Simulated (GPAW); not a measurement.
SnO2 (Cassiterite):

```
Sn O
1.0
     4.73800    0.00000    0.00000
     0.00000    4.73800    0.00000
     0.00000    0.00000    3.18650
Sn O
2 4
Cartesian
  2.3690 2.3690 1.5933
  0.0000 0.0000 0.0000
  3.8240 0.9140 1.5933
  3.2830 3.2830 0.0000
  0.9140 3.8240 1.5933
  1.4550 1.4550 0.0000
```

```yaml
Program: GPAW 26.7.0
Task: relaxation of cell and atoms
Functional: BLYP
Dispersion: D3
Potentials_or_basis: PAW data sets generated in the run's folder for this functional
Cutoff: 800 eV
Basis: pw
k_mesh: 4 × 4 × 5
Occupations: fermi-dirac, width 0.05 eV
Spin: no spin polarisation
```

At the start: pressure 9.3 GPa; volume 11.92 Å³/atom.

Q: Where does the relaxation end?

A: Over 11 steps the energy falls by 16.8 meV/atom and the volume is 12.46 Å³/atom (+4.5 %); space group P4_2/mnm (No. 136, to 0.05 Å).

The path:
| step | energy change (eV) | largest force (eV/Å) | pressure (GPa) | volume (Å³) |
| --- | --- | --- | --- | --- |
| 1 | 0.0000 | 0.3449 | 9.29 | 71.53 |
| 2 | -0.0252 | 0.2083 | 8.01 | 71.89 |
| 3 | -0.0831 | 0.2339 | 2.74 | 73.56 |
| 4 | -0.0899 | 0.2373 | 1.60 | 74.00 |
| 5 | -0.0986 | 0.1323 | -0.02 | 74.70 |
| 6 | -0.1004 | 0.0392 | -0.20 | 74.82 |
| 7 | -0.1006 | 0.0009 | -0.05 | 74.78 |
| 8 | -0.1007 | 0.0103 | 0.03 | 74.76 |
| 9 | -0.1007 | 0.0168 | 0.14 | 74.72 |
| 10 | -0.1009 | 0.0201 | 0.21 | 74.71 |
| 11 | -0.1011 | 0.0139 | 0.16 | 74.75 |

Final structure:
```
Sn O
1.0
     4.81167    0.00000    0.00000
     0.00000    4.81167    0.00000
     0.00000    0.00000    3.22856
Sn O
2 4
Cartesian
  2.4058 2.4058 1.6143
  0.0000 0.0000 0.0000
  3.8778 0.9338 1.6143
  3.3397 3.3397 0.0000
  0.9338 3.8778 1.6143
  1.4720 1.4720 0.0000
```

Caveat: the k mesh is coarse; later steps reuse the first step's grids.
